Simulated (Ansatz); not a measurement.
**Ti2Al: what a guessed cell relaxes into, part 1 of 2**

The task: take a trial cell of Ti2Al to zero force and stress.

Program: Ansatz 0.2.0. Level of theory: DFT PBE, scalar-relativistic, plane waves, PAW. These are calculated values, not measurements.

### 1 The starting structure

It takes space group Fm-3m (No. 225, cubic). The conventional cell has a = 5.991 Å, b = 5.991 Å, c = 5.991 Å, α = 90.00°, β = 90.00°, γ = 90.00°. Ti (site symmetry -43m) is surrounded by 4 Al at 2.59 Å. Around Al (site symmetry m-3m) lie 8 Ti at 2.59 Å.

As a file:

```
CELL_PARAMETERS angstrom
0.00000 2.99535 2.99535
2.99535 0.00000 2.99535
2.99535 2.99535 0.00000
ATOMIC_POSITIONS crystal
Ti 0.25000 0.25000 0.25000
Ti 0.75000 0.75000 0.75000
Al 0.00000 0.00000 0.00000
```

A structure generator made this guess: species swapped into a database cell of Mg2Ge (Fm-3m, No. 225), with Ti on the Mg sites and Al on the Ge sites. The dimensions are guesses.

### 2 Probe: one point on a coarse mesh

Input file input.yaml:

```yaml
crystal:
  lattice:
    - [0.0, 2.99534508, 2.99534508]
    - [2.99534508, 0.0, 2.99534508]
    - [2.99534508, 2.99534508, 0.0]
  atoms:
    - { symbol: Ti, position: [0.25, 0.25, 0.25] }
    - { symbol: Ti, position: [0.75, 0.75, 0.75] }
    - { symbol: Al, position: [0.0, 0.0, 0.0] }
basis:
  ecutwfc: 420
kpoints:
  mp_grid: { grid: [6, 6, 6] }
hamiltonian:
  xc: pbe
scf:
  occupations: { method: gaussian, width: 0.1 }
  lower_state_search: "off"
output:
  forces: true
  stress: true
  eigenvalues: true
```

Command:

```console
$ ansatz run input.yaml --threads 1 --pin off --max-ram 2560MiB --backend cpu --events-out ev --progress --plain --runs-dir out
```

Standard output:

```text
[... 32 lines left out ...]
SCF 1 converged in 6 iterations: F = -5535.841379 eV  dr2 = 1.18e-10
SCF converged after 6 iterations
Free energy (F): -5535.841379 eV
Harris-Foulkes:  -5535.841379 eV  (|F-HF|=1.48e-10)
Internal energy: -5535.824142 eV  (E = F + TS)
E sigma→0 (E₀):  -5535.832761 eV
Entropy (-TS):   -0.017237 eV (-5.746 meV/atom)
Fermi energy:    10.279730 eV
--- Per-component energies (eV) ---
  E_band       = -365.957073
  E_kinetic    = 569.731168
  E_local      = -2022.419075  (includes V_loc(G=0)·N_el)
  E_nonlocal   = 29.865256
  E_hartree    = 838.469343
  E_xc         = -234.828823
  E_vxc        = -272.927231  (∫ρ·V_xc dr)
  E_paw        = -2564.124180  (= ΣΔE_a)
  E_vpaw       = -347.146232  (= ΣTr[D̂ρ^β])
  E_aug_tail   = 0.000253  (compensation charges beyond the density's cutoff)
  E_ewald      = -2152.518084
  E_smearing   = -0.017237  (= −TS)
  E_closure    = 0.000000  (closes the sum)
  Σ components = -5535.841379   (vs F -5535.841379, Δ=0.00e0)
--- Forces (eV/Å), atoms counted from 1 ---
  atom   1  Ti     0.00000000     0.00000000    -0.00000000
  atom   2  Ti     0.00000000    -0.00000000    -0.00000000
  atom   3  Al    -0.00000000     0.00000000     0.00000000
  max |Σ_I F_I| component: 1.39e-17 eV/Å
--- Stress (GPa, compression-positive) ---
        9.568813       0.000000       0.000000
        0.000000       9.568813      -0.000000
        0.000000      -0.000000       9.568813
  P = ⅓ Tr σ = 9.5688 GPa (95.688 kbar)
--- Band table (eV; the first three rows and the last of 16) ---
  k-point 0: bands = ["-46.3554", "-46.2683", "-22.6977", "-22.6977", "-22.6977", "-22.4851", "-22.4851", "-22.4851", "2.9006", "8.4685", "8.4685", "8.4685", "9.3259", "9.3259", "12.8074", "12.8074", "12.8074", "13.8398"]
  k-point 1: bands = ["-46.3494", "-46.2740", "-22.6866", "-22.6843", "-22.6843", "-22.5034", "-22.5001", "-22.5001", "3.2510", "8.2372", "8.6458", "8.6458", "9.4951", "9.4951", "12.5054", "12.5572", "12.5572", "13.1786"]
  k-point 2: bands = ["-46.3332", "-46.2897", "-22.6545", "-22.6470", "-22.6470", "-22.5497", "-22.5407", "-22.5407", "4.1764", "7.6248", "9.0606", "9.0606", "10.0031", "10.0031", "11.8575", "11.8575", "11.8649", "12.2367"]
  k-point 15: bands = ["-46.3182", "-46.3038", "-22.7630", "-22.7422", "-22.6653", "-22.5292", "-22.4541", "-22.4416", "5.6256", "7.3777", "8.6613", "8.9743", "10.2432", "10.2607", "10.5602", "11.6818", "11.7872", "11.9943"]
```

Wall time 2.6 s (1 thread of Intel Xeon at 2.50GHz (Skylake/Cascade Lake), shared host); peak memory 0.32 GiB.

Read-out: pressure 9.6 GPa, largest force 0.00 eV/Å, gap on this mesh none (metal). A guess like this is first relaxed loosely on the coarse mesh.

### 3 Rough relaxation on the coarse mesh

input.yaml, as its differences from that of step 2:

```diff
@@ -22 +22,6 @@
   eigenvalues: true
+relax:
+  adjacent_minimum: "off"
+  f_tol: 0.04
+  max_steps: 70
+  cell: { stress_tol: 0.4 }
```

Command:

```console
$ ansatz run input.yaml --threads 1 --pin off --max-ram 2560MiB --backend cpu --events-out ev --progress --plain --runs-dir out
```

Standard output:

```text
Warning: RAYON_NUM_THREADS=1 ignored (pool sized by the plan → 1); use --threads N
Engine: ansatz 0.2.0, x86_64-unknown-linux-gnu
Pseudopotentials: kind: paw
Pseudopotential: Ti, paw, valence charge 12, recommended cutoff 420 eV (normal), Ti.paw.azcp
Pseudopotential: Al, paw, valence charge 3, recommended cutoff 420 eV (normal), Al.paw.azcp
Functional definition: PBE
  parameter kappa = 0.804
  parameter beta = 0.06672455060314922
  exchange = pbe_x(kappa = kappa, mu = beta*pi^2/3)
  correlation = pbe_c(beta = beta)
Crystal: 3 atoms, lattice volume = 53.749 Å³
Basis set: ecut = 420 eV, 1067 PW (Γ), exchange–correlation on 60×60×60 points (8 copies of the dense FFT grid, shifted against one another)
Bands: 18, of which v1, the nominal top of the filled ones, is band 14 counted from 1 (13 counted from 0)
Symmetry: 48 space group operations
Space group: Fm-3m (ITA 225), of the structure as read, at distance tolerance 3.8e-5 Å
k-points: 16 of 216
Non-local potential: Ti, projectors of the file, l = 0: 3, l = 1: 2, l = 2: 3, l = 3: 1
Non-local potential: Al, projectors of the file, l = 0: 2, l = 1: 2, l = 2: 1
PAW form: soft (Blöchl's): semilocal exchange-correlation on the pseudo side does not see the compensation charge
PAW one-centre angular grid: Ti, 590 points (default); XC on 64 Gauss nodes
PAW one-centre angular grid: Al, 110 points (default); XC on 64 Gauss nodes
Initial density: superposition of atomic densities (neutral atoms: chi_scale 0, normalization atom), corrected by the library's trained network
Initial wavefunctions: pseudopotential atomic-orbital guess
Functional: x = pbe(κ = 0.804, μ = 0.2195149727645171), c = pbe(β = 0.06672455060314922)
SCF iter   1: F=—  HF=-5535.843107 eV  |F-HF|=—  |Δ(HF+E_count)|=         —  Δρ=3.87e-3  dr2=1.11e-2  ethr=1.77e-3  ⟨swp⟩=4.8  Hψ=1321  notcnv=0
preconditioner: auto → none  [insulator: Δε(μ)=0.133 eV  Ē_g=3.357 eV  σ=0.100 eV  W_gap=0.51  n_scr=14 (ndim 8)  ℏωp=16.8 eV  f_vac=0.000  D(μ)=3.42/eV (n_scr^D=26)  ε∞_Penn≈26.0]
SCF iter   2: F=—  HF=-5535.841217 eV  |F-HF|=—  |Δ(HF+E_count)|=   1.89e-3  Δρ=1.30e-3  dr2=7.34e-4  ethr=4.11e-5  ⟨swp⟩=1.6  Hψ=445  notcnv=0
SCF iter   3: F=—  HF=-5535.841322 eV  |F-HF|=—  |Δ(HF+E_count)|=   1.05e-4  Δρ=3.99e-4  dr2=6.62e-5  ethr=2.72e-6  ⟨swp⟩=1.8  Hψ=324  notcnv=0
SCF iter   4: F=—  HF=-5535.841379 eV  |F-HF|=—  |Δ(HF+E_count)|=   5.65e-5  Δρ=3.83e-5  dr2=4.15e-7  ethr=2.45e-7  ⟨swp⟩=2.0  Hψ=361  notcnv=0
iter 5 did not close the SCF: its close was put off for the readings that it lacked (scf_convergence_deferred on its scf_iter line)
SCF iter   5: F=-5535.841379 eV  HF=-5535.841379 eV  |F-HF|=4.77e-9  |Δ(HF+E_count)|=   5.18e-7  Δρ=3.28e-6  dr2=3.99e-9  ethr=1.54e-9  ⟨swp⟩=2.0  Hψ=379  notcnv=0
SCF iter   6: F=-5535.841379 eV  HF=-5535.841379 eV  |F-HF|=1.45e-10  |Δ(HF+E_count)|=   5.42e-9  Δρ=6.51e-7  dr2=1.18e-10  ethr=1.48e-11  ⟨swp⟩=2.0  Hψ=825  notcnv=0
SCF 1 converged in 6 iterations: F = -5535.841379 eV  dr2 = 1.18e-10
relax step   1: F+E_penalty+E_count = -5535.84137905 eV  Δ(F+E_penalty+E_count) = +0.000e0 eV  max|allowed force component| = 7.710e-18 eV/Å  Δτ_max = 0.0000 Å  P = +9.569 GPa  Ω = 53.749 Å³  (6 SCF iters, dr2 threshold 1.00e-7 eV, accepted)
Crystal: 3 atoms, lattice volume = 59.779 Å³
Basis set: ecut = 420 eV, 1211 PW (Γ), exchange–correlation on 60×60×60 points (8 copies of the dense FFT grid, shifted against one another)
Initial density: handed on by an earlier stage of this run
Initial wavefunctions: those handed on with the density
iter 1 solved again at ethr=6.27e-5 eV; its pass at ethr=3.10e-3 eV (dr2=1.69e-2 eV) is discarded
SCF iter   1: F=—  HF=-5535.988418 eV  |F-HF|=—  |Δ(HF+E_count)|=         —  Δρ=4.60e-3  dr2=1.79e-2  ethr=6.27e-5  ⟨swp⟩=1.0  Hψ=1778  notcnv=0
preconditioner: auto → Kerker (q_TF=auto, 2.390 Å⁻¹)  [metal: Δε(μ)=0.082 eV  Ē_g=3.035 eV  σ=0.100 eV  W_gap=0.40  n_scr=14 (ndim 8)  ℏωp=15.9 eV  f_vac=0.000  D(μ)=3.54/eV (n_scr^D=26)]
SCF iter   2: F=—  HF=-5535.984664 eV  |F-HF|=—  |Δ(HF+E_count)|=   3.75e-3  Δρ=2.12e-3  dr2=3.64e-3  ethr=6.27e-5  ⟨swp⟩=2.0  Hψ=351  notcnv=0
SCF iter   3: F=—  HF=-5535.984223 eV  |F-HF|=—  |Δ(HF+E_count)|=   4.40e-4  Δρ=8.16e-4  dr2=6.85e-4  ethr=1.35e-5  ⟨swp⟩=2.0  Hψ=340  notcnv=0
SCF iter   4: F=—  HF=-5535.984138 eV  |F-HF|=—  |Δ(HF+E_count)|=   8.53e-5  Δρ=2.40e-4  dr2=8.59e-5  ethr=2.54e-6  ⟨swp⟩=1.0  Hψ=288  notcnv=0
SCF iter   5: F=—  HF=-5535.984138 eV  |F-HF|=—  |Δ(HF+E_count)|=   4.06e-8  Δρ=8.24e-5  dr2=4.12e-6  ethr=3.18e-7  ⟨swp⟩=2.0  Hψ=362  notcnv=0
SCF iter   6: F=—  HF=-5535.984139 eV  |F-HF|=—  |Δ(HF+E_count)|=   5.06e-7  Δρ=2.13e-5  dr2=3.21e-7  ethr=1.53e-8  ⟨swp⟩=2.1  Hψ=384  notcnv=0
SCF iter   7: F=-5535.984139 eV  HF=-5535.984139 eV  |F-HF|=1.08e-9  |Δ(HF+E_count)|=   2.52e-8  Δρ=2.43e-6  dr2=4.65e-9  ethr=1.11e-9  ⟨swp⟩=5.2  Hψ=1164  notcnv=0
SCF 2 converged in 7 iterations: F = -5535.984139 eV  dr2 = 4.65e-9
relax step   2: F+E_penalty+E_count = -5535.98413854 eV  Δ(F+E_penalty+E_count) = -1.428e-1 eV  max|allowed force component| = 6.708e-17 eV/Å  Δτ_max = 0.0000 Å  P = -1.126 GPa  Ω = 59.779 Å³  energy of the carried Pulay correction = -1.000e-3 eV  (7 SCF iters, dr2 threshold 3.00e-7 eV, accepted)
Crystal: 3 atoms, lattice volume = 59.081 Å³
Basis set: ecut = 420 eV, 1139 PW (Γ), exchange–correlation on 60×60×60 points (8 copies of the dense FFT grid, shifted against one another)
iter 1 solved again at ethr=7.82e-7 eV; its pass at ethr=3.10e-3 eV (dr2=2.11e-4 eV) is discarded
SCF iter   1: F=—  HF=-5535.987051 eV  |F-HF|=—  |Δ(HF+E_count)|=         —  Δρ=5.97e-4  dr2=3.09e-4  ethr=7.82e-7  ⟨swp⟩=2.0  Hψ=1695  notcnv=0
preconditioner: auto → Kerker (q_TF=auto, 2.394 Å⁻¹)  [metal: Δε(μ)=0.079 eV  Ē_g=3.100 eV  σ=0.100 eV  W_gap=0.37  n_scr=14 (ndim 8)  ℏωp=16.0 eV  f_vac=0.000  D(μ)=3.27/eV (n_scr^D=26)]
SCF iter   2: F=—  HF=-5535.986982 eV  |F-HF|=—  |Δ(HF+E_count)|=   6.97e-5  Δρ=2.37e-4  dr2=4.93e-5  ethr=7.82e-7  ⟨swp⟩=2.0  Hψ=365  notcnv=0
SCF iter   3: F=—  HF=-5535.986986 eV  |F-HF|=—  |Δ(HF+E_count)|=   4.24e-6  Δρ=9.65e-5  dr2=9.57e-6  ethr=1.83e-7  ⟨swp⟩=2.0  Hψ=343  notcnv=0
SCF iter   4: F=—  HF=-5535.986984 eV  |F-HF|=—  |Δ(HF+E_count)|=   1.34e-6  Δρ=3.00e-5  dr2=1.29e-6  ethr=3.55e-8  ⟨swp⟩=2.0  Hψ=336  notcnv=0
iter 5 did not close the SCF: its close was put off for the readings that it lacked (scf_convergence_deferred on its scf_iter line)
SCF iter   5: F=-5535.986984 eV  HF=-5535.986984 eV  |F-HF|=1.17e-8  |Δ(HF+E_count)|=   2.55e-7  Δρ=1.08e-5  dr2=7.07e-8  ethr=4.76e-9  ⟨swp⟩=2.0  Hψ=363  notcnv=0
SCF iter   6: F=-5535.986984 eV  HF=-5535.986984 eV  |F-HF|=1.97e-9  |Δ(HF+E_count)|=   1.78e-9  Δρ=2.67e-6  dr2=5.11e-9  ethr=2.62e-10  ⟨swp⟩=1.9  Hψ=945  notcnv=0
SCF 3 converged in 6 iterations: F = -5535.986984 eV  dr2 = 5.11e-9
relax step   3: F+E_penalty+E_count = -5535.98698422 eV  Δ(F+E_penalty+E_count) = -2.846e-3 eV  max|allowed force component| = 7.170e-17 eV/Å  Δτ_max = 0.0000 Å  P = -0.121 GPa  Ω = 59.081 Å³  energy of the carried Pulay correction = -8.901e-4 eV  (6 SCF iters, dr2 threshold 3.00e-7 eV, accepted)
Initial wavefunctions: pseudopotential atomic-orbital guess (no wavefunctions were taken with the density)
iter 1 solved again at ethr=1.88e-8 eV; its pass at ethr=3.10e-3 eV (dr2=5.08e-6 eV) is discarded
SCF iter   1: F=—  HF=-5535.988113 eV  |F-HF|=—  |Δ(HF+E_count)|=         —  Δρ=3.53e-4  dr2=1.99e-6  ethr=1.88e-8  ⟨swp⟩=3.3  Hψ=2116  notcnv=0
preconditioner: auto → Kerker (q_TF=auto, 2.394 Å⁻¹)  [metal: Δε(μ)=0.080 eV  Ē_g=3.095 eV  σ=0.100 eV  W_gap=0.38  n_scr=14 (ndim 8)  ℏωp=16.0 eV  f_vac=0.000  D(μ)=3.30/eV (n_scr^D=26)]
SCF iter   2: F=—  HF=-5535.988360 eV  |F-HF|=—  |Δ(HF+E_count)|=   2.48e-4  Δρ=1.80e-4  dr2=5.86e-7  ethr=7.39e-9  ⟨swp⟩=2.0  Hψ=312  notcnv=0
SCF iter   3: F=—  HF=-5535.988441 eV  |F-HF|=—  |Δ(HF+E_count)|=   8.09e-5  Δρ=4.13e-6  dr2=7.11e-9  ethr=2.17e-9  ⟨swp⟩=2.0  Hψ=361  notcnv=0
iter 4 did not close the SCF: its close was put off for the readings that it lacked (scf_convergence_deferred on its scf_iter line)
SCF iter   4: F=-5535.988441 eV  HF=-5535.988441 eV  |F-HF|=1.91e-9  |Δ(HF+E_count)|=   5.07e-9  Δρ=1.43e-6  dr2=5.23e-10  ethr=2.63e-11  ⟨swp⟩=2.9  Hψ=539  notcnv=0
iter 5 did not close the SCF: its close was put off for the readings that it lacked (scf_convergence_deferred on its scf_iter line)
SCF iter   5: F=-5535.988441 eV  HF=-5535.988441 eV  |F-HF|=2.00e-11  |Δ(HF+E_count)|=   1.99e-9  Δρ=2.84e-7  dr2=7.96e-11  ethr=1.94e-12  ⟨swp⟩=2.0  Hψ=377  notcnv=0
SCF iter   6: F=-5535.988441 eV  HF=-5535.988441 eV  |F-HF|=5.46e-12  |Δ(HF+E_count)|=    0.00e0  Δρ=9.73e-8  dr2=1.14e-11  ethr=1.00e-12  ⟨swp⟩=2.0  Hψ=725  notcnv=0
SCF 4 converged in 6 iterations: F = -5535.988441 eV  dr2 = 1.14e-11
relax step   4: F+E_penalty+E_count = -5535.98844119 eV  Δ(F+E_penalty+E_count) = -1.457e-3 eV  max|allowed force component| = 7.787e-17 eV/Å  Δτ_max = 0.0000 Å  P = -0.069 GPa  Ω = 59.081 Å³  stress off target by 6.90e-2 GPa  SCF on the basis re-selected at this cell (its energy is not comparable with the rows above)  (6 SCF iters)
basis re-selected at this cell: Δ(F+E_penalty+E_count) = -1.457e-3 eV, ΔP = +0.052 GPa vs the last step (what re-selecting the basis moved, of the pressure what is left beyond the Pulay correction that the steps carried, after the strain that the cell walked since its last selection, with what the two solves' SCF thresholds leave and, on support functions, any second-order correction that the steps lacked; it is no measure of the basis error at this ecutwfc). This SCF's stress stands 6.90e-2 GPa from its target on what of the cell is left free (relax.cell.stress_tol is 4.00e-1 GPa) and its largest allowed force component is 7.79e-17 eV/Å (relax.f_tol is 4.00e-2 eV/Å): within both
SCF converged after 6 iterations
Free energy (F): -5535.988441 eV
Harris-Foulkes:  -5535.988441 eV  (|F-HF|=5.46e-12)
Internal energy: -5535.971926 eV  (E = F + TS)
E sigma→0 (E₀):  -5535.980183 eV
Entropy (-TS):   -0.016516 eV (-5.505 meV/atom)
Fermi energy:    9.107247 eV
--- Per-component energies (eV) ---
  E_band       = -399.837217
  E_kinetic    = 563.987118
  E_local      = -2117.915721  (includes V_loc(G=0)·N_el)
  E_nonlocal   = 29.161348
  E_hartree    = 870.499968
  E_xc         = -232.723498
  E_vxc        = -270.122049  (∫ρ·V_xc dr)
  E_paw        = -2563.274837  (= ΣΔE_a)
  E_vpaw       = -345.948220  (= ΣTr[D̂ρ^β])
  E_aug_tail   = 0.000248  (compensation charges beyond the density's cutoff)
  E_ewald      = -2085.706551
  E_smearing   = -0.016516  (= −TS)
  E_closure    = 0.000000  (closes the sum)
  Σ components = -5535.988441   (vs F -5535.988441, Δ=0.00e0)
--- Forces (eV/Å), atoms counted from 1 ---
  atom   1  Ti    -0.00000000    -0.00000000    -0.00000000
  atom   2  Ti     0.00000000     0.00000000     0.00000000
  atom   3  Al    -0.00000000     0.00000000    -0.00000000
  max |Σ_I F_I| component: 9.25e-18 eV/Å
--- Stress (GPa, compression-positive) ---
       -0.068955      -0.000000      -0.000000
       -0.000000      -0.068955      -0.000000
       -0.000000      -0.000000      -0.068955
  P = ⅓ Tr σ = -0.0690 GPa (-0.690 kbar)
--- Band table (eV; the first three rows and the last of 16) ---
  k-point 0: bands = ["-47.7399", "-47.6821", "-24.0453", "-24.0453", "-24.0453", "-23.8906", "-23.8906", "-23.8906", "2.0262", "7.4947", "7.4947", "7.4947", "8.2985", "8.2985", "11.3456", "11.3456", "11.3456", "12.2370"]
  k-point 1: bands = ["-47.7359", "-47.6859", "-24.0369", "-24.0354", "-24.0354", "-23.9035", "-23.9015", "-23.9015", "2.3470", "7.2529", "7.6459", "7.6459", "8.4479", "8.4479", "11.0811", "11.1292", "11.1292", "11.6678"]
  k-point 2: bands = ["-47.7252", "-47.6963", "-24.0129", "-24.0081", "-24.0081", "-23.9364", "-23.9308", "-23.9308", "3.1973", "6.6033", "7.9946", "7.9946", "8.8981", "8.8981", "10.5126", "10.5162", "10.5162", "10.8528"]
  k-point 15: bands = ["-47.7153", "-47.7057", "-24.0898", "-24.0758", "-24.0207", "-23.9226", "-23.8687", "-23.8598", "4.5599", "6.3137", "7.5218", "7.9748", "9.0012", "9.1055", "9.3396", "10.3734", "10.4659", "10.6482"]
--- Relaxed structure (3 steps of the walk, 3 accepted, 1 SCFs on fresh bases) ---
  F+E_penalty+E_count = -5535.98844119 eV   max|allowed force component| = 7.787e-17 eV/Å   (the final SCF, on the basis selected at the relaxed cell)
  cell:  # Å, volume = 59.0815 Å³
    - [-4.044451551110874e-34, 3.091295105745888, 3.091295105745888]
    - [3.091295105745888, -2.3183942749674933e-33, 3.091295105745888]
    - [3.091295105745888, 3.091295105745888, -7.356443372493007e-34]
  atoms:
    - { symbol: Ti, position: [0.24999999999999997, 0.24999999999999997, 0.24999999999999997] }
    - { symbol: Ti, position: [0.75, 0.75, 0.75] }
    - { symbol: Al, position: [-3.2862852473978766e-33, 2.7289850292359053e-33, 1.6436868076876295e-33] }
```

Run time: 12 s. Hardware: 1 thread of Intel Xeon at 2.50GHz (Skylake/Cascade Lake), shared host; peak memory 0.35 GiB.

The steps of the relaxation:

| step | energy from step 1 (eV/cell) | largest force component (eV/Å) | pressure (GPa) | volume (Å³) |
| --- | --- | --- | --- | --- |
| 1 | 0.0000 | 0.0000 | 9.57 | 53.75 |
| 2 | -0.1428 | 0.0000 | -1.13 | 59.78 |
| 3 | -0.1456 | 0.0000 | -0.12 | 59.08 |
| 4 | -0.1471 | 0.0000 | -0.07 | 59.08 |

Step 1 is the start. Step 4 repeats the geometry before it on a plane-wave basis chosen anew for that cell, so its energy need not be comparable with the rows above.

Lengths and angles in the start's conventional setting:

|  | before | after | change |
| --- | --- | --- | --- |
| a (Å) | 5.991 | 6.183 | +3.2 % |
| b (Å) | 5.991 | 6.183 | +3.2 % |
| c (Å) | 5.991 | 6.183 | +3.2 % |
| volume (Å³/atom) | 17.92 | 19.69 | +9.9 % |
| shortest distance (Å) | 2.594 | 2.677 | +3.2 % |
| space group (0.01 Å) | Fm-3m | Fm-3m | same |

The run keeps the 48 symmetry operations of the start, so it could not have lowered the symmetry.

### 4 Spin check on a coarse mesh

Input file input.yaml:

```yaml
crystal:
  lattice:
    - [0.0, 3.0912951057, 3.0912951057]
    - [3.0912951057, 0.0, 3.0912951057]
    - [3.0912951057, 3.0912951057, 0.0]
  atoms:
    - { symbol: Ti, position: [0.25, 0.25, 0.25], spin: 1.0 }
    - { symbol: Ti, position: [0.75, 0.75, 0.75], spin: 1.0 }
    - { symbol: Al, position: [0.0, 0.0, 0.0] }
basis:
  ecutwfc: 420
kpoints:
  mp_grid: { grid: [6, 6, 6] }
hamiltonian:
  xc: pbe
scf:
  occupations: { method: gaussian, width: 0.1 }
  lower_state_search: "off"
output:
  forces: true
  stress: true
  eigenvalues: true
  populations: true
magnetization:
  spin_polarized: true
```

Command:

```console
$ ansatz run input.yaml --threads 1 --pin off --max-ram 2560MiB --backend cpu --events-out ev --progress --plain --runs-dir out
```

Standard output:

```text
[... 51 lines left out ...]
SCF 1 converged in 18 iterations: F = -5535.988441 eV  dr2 = 6.16e-11
SCF converged after 18 iterations
Magnetization: 0.0000 μB (13.5000 up, 13.5000 down)
Absolute magnetization: 0.0000 μB (∫|ρ↑−ρ↓|, with the PAW one-centre terms)
Spin contamination: 0.0000 ħ² per cell (⟨S²⟩ above its minimum at these occupations)
Per-site moments (μB) at R_I (Å): [(4.885800913078193e-6, 1.1043202880039145), (4.885800913225018e-6, 1.1043202880039145), (-3.6433169735536256e-7, 1.1043202880039145)]
Free energy (F): -5535.988441 eV
Harris-Foulkes:  -5535.988441 eV  (|F-HF|=2.18e-11)
Internal energy: -5535.971926 eV  (E = F + TS)
E sigma→0 (E₀):  -5535.980183 eV
Entropy (-TS):   -0.016516 eV (-5.505 meV/atom)
Fermi energy:    9.107249 eV
--- Per-component energies (eV) ---
  E_band       = -399.837165
  E_kinetic    = 563.987093
  E_local      = -2117.915584  (includes V_loc(G=0)·N_el)
  E_nonlocal   = 29.161325
  E_hartree    = 870.499862
  E_xc         = -232.723499
  E_vxc        = -270.122049  (∫ρ·V_xc dr)
  E_paw        = -2563.274819  (= ΣΔE_a)
  E_vpaw       = -345.948187  (= ΣTr[D̂ρ^β])
  E_aug_tail   = 0.000248  (compensation charges beyond the density's cutoff)
  E_ewald      = -2085.706551
  E_smearing   = -0.016516  (= −TS)
  E_closure    = -0.000000  (closes the sum)
  Σ components = -5535.988441   (vs F -5535.988441, Δ=0.00e0)
--- Forces (eV/Å), atoms counted from 1 ---
  atom   1  Ti     0.00000000     0.00000000     0.00000000
  atom   2  Ti     0.00000000    -0.00000000     0.00000000
  atom   3  Al    -0.00000000     0.00000000     0.00000000
  max |Σ_I F_I| component: 2.08e-17 eV/Å
--- Stress (GPa, compression-positive) ---
       -0.068955       0.000000       0.000000
       -0.000000      -0.068955      -0.000000
       -0.000000       0.000000      -0.068955
  P = ⅓ Tr σ = -0.0690 GPa (-0.690 kbar)
--- Band table (eV; the first three rows and the last of 32) ---
  k-point 0 ↑: bands = ["-47.7399", "-47.6821", "-24.0453", "-24.0453", "-24.0453", "-23.8906", "-23.8906", "-23.8906", "2.0262", "7.4947", "7.4947", "7.4947", "8.2985", "8.2985", "11.3456", "11.3456", "11.3456", "12.2370", "12.2370"]
  k-point 1 ↑: bands = ["-47.7359", "-47.6859", "-24.0369", "-24.0354", "-24.0354", "-23.9035", "-23.9015", "-23.9015", "2.3470", "7.2529", "7.6459", "7.6459", "8.4479", "8.4479", "11.0811", "11.1292", "11.1292", "11.6678", "11.6678"]
  k-point 2 ↑: bands = ["-47.7252", "-47.6963", "-24.0129", "-24.0081", "-24.0081", "-23.9364", "-23.9308", "-23.9308", "3.1973", "6.6033", "7.9946", "7.9946", "8.8981", "8.8981", "10.5126", "10.5162", "10.5162", "10.8528", "10.8528"]
  k-point 15 ↓: bands = ["-47.7153", "-47.7057", "-24.0898", "-24.0758", "-24.0207", "-23.9225", "-23.8687", "-23.8598", "4.5599", "6.3137", "7.5218", "7.9748", "9.0012", "9.1055", "9.3396", "10.3734", "10.4659", "10.6482", "10.7553"]
--- Löwdin populations: 3 sites ---
  site symbol       q [e]    m [muB]
     0     Ti     11.3826     0.0000
     1     Ti     11.3826     0.0000
     2     Al      4.0307    -0.0000
  spilling = 0.007555 (of n_electrons = 27.000000)
```

Wall time 9.6 s (1 thread of Intel Xeon at 2.50GHz (Skylake/Cascade Lake), shared host); peak memory 0.35 GiB.

By site:

```
atom  Löwdin electrons
 Ti1             11.38
 Ti2             11.38
 Al3              4.03
```

The Löwdin counts miss 0.20 of the 27 electrons, which the atomic orbitals do not span, so they are no charges.

The same cell is solved with trial moments on Ti. The largest site moment that stays is 0.00 μB and the cell's total 0.00 μB. The workflow keeps spin only above 0.25 μB on a site, so the next run goes without spin.

(Continued in part 2 of 2.)
